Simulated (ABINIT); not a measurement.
# Sc (P6_3/mmc) in ABINIT: phonons with PBE

Aim: the phonons of Sc with PBE.

Everything below comes from runs of ABINIT 10.8.3 (patched build). Logs are shortened: lines on timing, memory, paths and dates and some standing lists are left out, and cuts for length are marked. The log counts tension as positive stress, the text compression.

## Step 1: The structure

It takes space group P6_3/mmc (No. 194, hexagonal). Conventional cell: a = 3.309 Å, b = 3.309 Å, c = 5.273 Å, α = 90.00°, β = 90.00°, γ = 120.00°. Sc (site symmetry -6m2) has 12 Sc at 3.26 to 3.31 Å as nearest neighbours.

## Step 2: Phonons, PBE

The input, run.abi:

```
# Datasets
ndtset 2

# Pseudopotentials
pp_dirpath "./"
pseudos "Sc.GGA_PBE-JTH.xml"

# Structure
acell 6.2531037464 6.2531037463 9.965092773
rprim
     1.0000000000     0.0000000000     0.0000000000
    -0.5000000000     0.8660254038     0.0000000000
     0.0000000000     0.0000000000     1.0000000000
ntypat 1
znucl 21
natom 2
typat 1 1
xred
            2/3            1/3            3/4
            1/3            2/3            1/4

# Plane-wave basis
ecut 13.0
pawecutdg 26.0
pawxcdev 0

# k points
ngkpt 12 12 6
nshiftk 1
shiftk 0.0 0.0 0.0

# Exchange and correlation
ixc 11

# Bands and occupations
nband 19
occopt 3
tsmear 0.136 eV

# SCF cycle
nstep 80

# Output
prteig 0
prtebands 0
prtwf 0
prtden 0
prtpot 0

# Dataset 1: ground state
kptopt1 1
tolvrs1 1.0e-11
prtwf1 1
tolwfr1 1.0e-14
nbdbuf1 4
nline1 6

# Dataset 2: response at q = 0 to atomic displacements
rfphon2 1
rfatpol2 1 2
rfdir2 1 1 1
getwfk2 1
kptopt2 2
nqpt2 1
qpt2 0.0 0.0 0.0
tolvrs2 1.0e-9
```

The input, mrgddb.in:

```
merged_DDB
Sc
2
runo_DS1_DDB
runo_DS2_DDB
```

The input, anaddb.abi:

```
ddb_filepath "merged_DDB"
output_file "anaddb.abo"
outdata_prefix "ana"
asr 2
chneut 0
dipdip 0
dieflag 0
enunit 0
eivec 1
nph1l 1
qph1l 0.0 0.0 0.0 1.0
```

Potentials or basis: JTH PAW PBE v2.0.

Started as:

```console
abinit run.abi > log 2>&1
mrgddb < mrgddb.in > mrgddb.log 2>&1
anaddb anaddb.abi > anaddb.log 2>&1
```

run.abo:

```text
.Version 10.8.3 of ABINIT
 DATASET    1 : space group P6_3/m m c (#194); Bravais hP (primitive hexag.)
================================================================================
 Values of the parameters that define the memory need for DATASET  1.
     intxc =       0    ionmov =       0      iscf =      17    lmnmax =      18
     lnmax =       6     mgfft =      36  mpssoang =       3    mqgrid =    3001
     natom =       2  nloc_mem =       2    nspden =       1   nspinor =       1
    nsppol =       1      nsym =      24    n1xccc =       1    ntypat =       1
    occopt =       3   xclevel =       2
       mpw =         780          nfft =       20736          nkpt =          76
 PAW method is used; the additional fine FFT grid is defined by:
   mgfftf=        48    nfftf =     43200
================================================================================
================================================================================

 DATASET    2 : space group P6_3/m m c (#194); Bravais hP (primitive hexag.)
================================================================================
 Values of the parameters that define the memory need for DATASET  2 (RF).
     intxc =       0      iscf =       7    lmnmax =      18     lnmax =       6
     mgfft =      36  mpssoang =       3    mqgrid =    3001     natom =       2
  nloc_mem =       2    nspden =       1   nspinor =       1    nsppol =       1
      nsym =      24    n1xccc =       1    ntypat =       1    occopt =       3
   xclevel =       2
      nfft =       20736          nkpt =         436
================================================================================
================================================================================

--------------------------------------------------------------------------------
------------- Echo of variables that govern the present computation ------------
--------------------------------------------------------------------------------
 -outvars: echo values of preprocessed input variables --------
            acell      6.2531037464E+00  6.2531037463E+00  9.9650927730E+00 Bohr
              amu      4.49559100E+01
             ecut      1.30000000E+01 Hartree
           getwfk1          0
           getwfk2          1
             iscf1         17
             iscf2          7
                       outvar_i_n : Printing only first  50 k-points.
              ixc          11
           jdtset        1    2
                       outvar_i_n : Printing only first  50 k-points.
           kptopt1          1
           kptopt2          2
         kptrlatt       12    0    0      0   12    0      0    0    6
          kptrlen      5.97905566E+01
            natom           2
            nband1         19
            nband2         19
           nbdbuf1          4
           nbdbuf2          2
           ndtset           2
            ngfft          24      24      36
          ngfftdg          30      30      48
             nkpt1         76
             nkpt2        436
            nline1          6
            nline2          4
             nqpt1          0
             nqpt2          1
            nstep          80
             nsym          24
           ntypat           1
                       prtocc : prtvol=0, do not print more k-points.
                       prtocc : prtvol=0, do not print more k-points.
           occopt           3
        optdriver1          0
        optdriver2          1
        pawecutdg      2.60000000E+01 Hartree
         pawxcdev           0
           prtden           0
        prtebands           0
           prteig           0
            prtwf1          1
            prtwf2          0
           rfphon1          0
           rfphon2          1
            rprim      1.0000000000E+00  0.0000000000E+00  0.0000000000E+00
                      -5.0000000000E-01  8.6602540380E-01  0.0000000000E+00
                       0.0000000000E+00  0.0000000000E+00  1.0000000000E+00
          spgroup         194
           tolvrs1     1.00000000E-11
           tolvrs2     1.00000000E-09
           tolwfr1     1.00000000E-14
           tolwfr2     0.00000000E+00
           tsmear      4.99790782E-03 Hartree
            typat      1  1
           useylm           1
[... 283 lines left out ...]
 Perturbation wavevector (in red.coord.)   0.000000  0.000000  0.000000
 Perturbation : displacement of atom   1   along direction   1
 Found     2 symmetries that leave the perturbation invariant.
 symkpt : the number of k-points, thanks to the symmetries,
 is reduced to   296 .

--------------------------------------------------------------------------------

--------------------------------------------------------------------------------

 dfpt_looppert : total number of electrons, from k and k+q
  fully or partially occupied states are    2.200000E+01 and    2.200000E+01.
 Initialisation of the first-order wave-functions :
  ireadwf=   0

--- !BeginCycle
iteration_state: {dtset: 2, }
solver: {iscf: 7, nstep: 80, nline: 4, wfoptalg: 10, }
tolerances: {tolvrs: 1.00E-09, }
...

     iter   2DEtotal(Ha)        deltaE(Ha) residm    vres2
-ETOT  1   1096.0185695702     -1.738E+03 3.540E+01 1.227E+06
 ETOT  2   22.359053783905     -1.074E+03 5.176E+00 1.749E+04
 ETOT  3   2.7705078131444     -1.959E+01 3.516E-01 5.088E+03
 ETOT  4  0.60219938571662     -2.168E+00 1.698E-01 2.562E+01
 ETOT  5  0.56901796301735     -3.318E-02 7.994E-01 1.766E+00
 ETOT  6  0.56864831451593     -3.696E-04 5.276E-02 2.013E+00
 ETOT  7  0.56814633361590     -5.020E-04 5.836E-01 2.314E-01
 ETOT  8  0.56807973562717     -6.660E-05 3.763E-02 2.615E-03
 ETOT  9  0.56807901995488     -7.157E-07 4.371E-01 1.325E-03
 ETOT 10  0.56807859262561     -4.273E-07 2.957E-02 3.481E-05
 ETOT 11  0.56807858073488     -1.189E-08 3.405E-01 4.759E-07
 ETOT 12  0.56807858060209     -1.328E-10 2.349E-02 2.447E-07
 ETOT 13  0.56807858050523     -9.686E-11 2.683E-01 8.996E-10

 At SCF step   13       vres2   =  9.00E-10 < tolvrs=  1.00E-09 =>converged.
================================================================================

 ----iterations are completed or convergence reached----

 Mean square residual over all n,k,spin=   88.790E-06; max=  26.835E-02

 2DEtotal=    0.5680785805E+00 Ha. Also 2DEtotal=    0.154582056722E+02 eV
    (2DErelax=   -2.8334314149E+03 Ha. 2DEnonrelax=    2.8339994934E+03 Ha)
    (  non-var. 2DEtotal :    5.6798384756E-01 Ha)

--------------------------------------------------------------------------------
 Perturbation wavevector (in red.coord.)   0.000000  0.000000  0.000000
 Perturbation : displacement of atom   1   along direction   3
 Found     6 symmetries that leave the perturbation invariant.
 symkpt : the number of k-points, thanks to the symmetries,
 is reduced to   100 .

--------------------------------------------------------------------------------

--------------------------------------------------------------------------------

 dfpt_looppert : total number of electrons, from k and k+q
  fully or partially occupied states are    2.200000E+01 and    2.200000E+01.
 Initialisation of the first-order wave-functions :
  ireadwf=   0

--- !BeginCycle
iteration_state: {dtset: 2, }
solver: {iscf: 7, nstep: 80, nline: 4, wfoptalg: 10, }
tolerances: {tolvrs: 1.00E-09, }
...

     iter   2DEtotal(Ha)        deltaE(Ha) residm    vres2
-ETOT  1   10464.640202171      2.708E+03 7.731E+01 3.922E+07
 ETOT  2   156.07912786760     -1.031E+04 1.677E+01 3.291E+05
 ETOT  3   7.1785283271569     -1.489E+02 1.016E+00 1.312E+04
 ETOT  4   3.7613858135869     -3.417E+00 5.213E-01 1.134E+03
 ETOT  5   3.4994298184797     -2.620E-01 1.293E-01 1.088E+02
 ETOT  6   3.4996323940799      2.026E-04 1.274E-01 1.182E+02
 ETOT  7   3.4673030495382     -3.233E-02 3.245E-02 9.325E-01
 ETOT  8   3.4670617335637     -2.413E-04 6.109E-02 1.272E-01
 ETOT  9   3.4670345113304     -2.722E-05 1.767E-02 3.618E-02
 ETOT 10   3.4670240910804     -1.042E-05 2.909E-02 9.617E-05
 ETOT 11   3.4670240570089     -3.407E-08 1.051E-02 6.298E-06
 ETOT 12   3.4670240559048     -1.104E-09 1.398E-02 4.127E-06
 ETOT 13   3.4670240546361     -1.269E-09 6.217E-03 1.177E-08
 ETOT 14   3.4670240545961     -4.002E-11 1.200E-02 1.194E-09
 ETOT 15   3.4670240545697     -2.638E-11 3.682E-03 1.850E-10

 At SCF step   15       vres2   =  1.85E-10 < tolvrs=  1.00E-09 =>converged.
================================================================================

 ----iterations are completed or convergence reached----

 Mean square residual over all n,k,spin=   40.360E-07; max=  36.824E-04

 2DEtotal=    0.3467024055E+01 Ha. Also 2DEtotal=    0.943425306730E+02 eV
    (2DErelax=   -7.7530161321E+03 Ha. 2DEnonrelax=    7.7564831562E+03 Ha)
    (  non-var. 2DEtotal :    3.4668003276E+00 Ha)

================================================================================

 ---- first-order wavefunction calculations are completed ----

 ==> Compute Derivative Database <==

  Dynamical matrix, in cartesian coordinates,
   if specified in the inputs, asr has been imposed
     j1       j2             matrix element
  dir pert dir pert     real part    imaginary part

   1    1   1    1         0.0143343630        -0.0000000000
   1    1   1    2        -0.0143343630         0.0000000000

   2    1   2    1         0.0143343630        -0.0000000000
   2    1   2    2        -0.0143343630         0.0000000000
[... 10 lines left out ...]
   3    2   3    1        -0.0350509884         0.0000000000
   3    2   3    2         0.0350509884        -0.0000000000

  Phonon wavevector (reduced coordinates) :  0.00000  0.00000  0.00000
 Phonon energies in Hartree :
   0.000000E+00  0.000000E+00  0.000000E+00  5.914673E-04  5.914673E-04
   9.248934E-04
 Phonon frequencies in cm-1    :
   0.000000E+00  0.000000E+00  0.000000E+00  1.298121E+02  1.298121E+02
   2.029906E+02

== END DATASET(S) ==============================================================
================================================================================

 -outvars: echo values of variables after computation  --------
            acell      6.2531037464E+00  6.2531037463E+00  9.9650927730E+00 Bohr
           etotal1    -9.4052751062E+01
           etotal2     3.4670240546E+00
            fcart1    -1.6147852325E-29  2.1442823839E-28  2.6387474865E-31
                       1.6147852325E-29 -2.1442823839E-28 -2.6387474865E-31
            fcart2     0.0000000000E+00  0.0000000000E+00  0.0000000000E+00
                       0.0000000000E+00  0.0000000000E+00  0.0000000000E+00
            rprim      1.0000000000E+00  0.0000000000E+00  0.0000000000E+00
                      -5.0000000000E-01  8.6602540380E-01  0.0000000000E+00
                       0.0000000000E+00  0.0000000000E+00  1.0000000000E+00
           strten1     6.3989183650E-06  6.3989183410E-06  4.3929384555E-05
                       0.0000000000E+00  0.0000000000E+00 -5.6020877797E-14
           strten2     0.0000000000E+00  0.0000000000E+00  0.0000000000E+00
                       0.0000000000E+00  0.0000000000E+00  0.0000000000E+00
           xangst      1.6544999989E+00  9.5522601973E-01  3.9549749973E+00
                       1.7639337250E-11  1.9104520395E+00  1.3183249991E+00
             xred      6.6666666667E-01  3.3333333333E-01  7.5000000000E-01
                       3.3333333333E-01  6.6666666667E-01  2.5000000000E-01
 Calculation completed.
```

Run time: 5.8 min. Hardware: 1 thread of Arm Neoverse V2, shared host; peak memory 0.63 GiB.

Results:

| Property | Result |
| --- | --- |
| Free energy | -2559.3057 eV |
| Pressure | -0.6 GPa |
| Band gap on the k mesh | none (metal or under the smearing width) |
| Highest phonon frequency at Γ | 203 cm⁻¹ |

Phonon frequencies in cm⁻¹ (negative: imaginary):
| q point | frequencies |
| --- | --- |
| (0.000, 0.000, 0.000) | 0 0 0 130 130 203 |
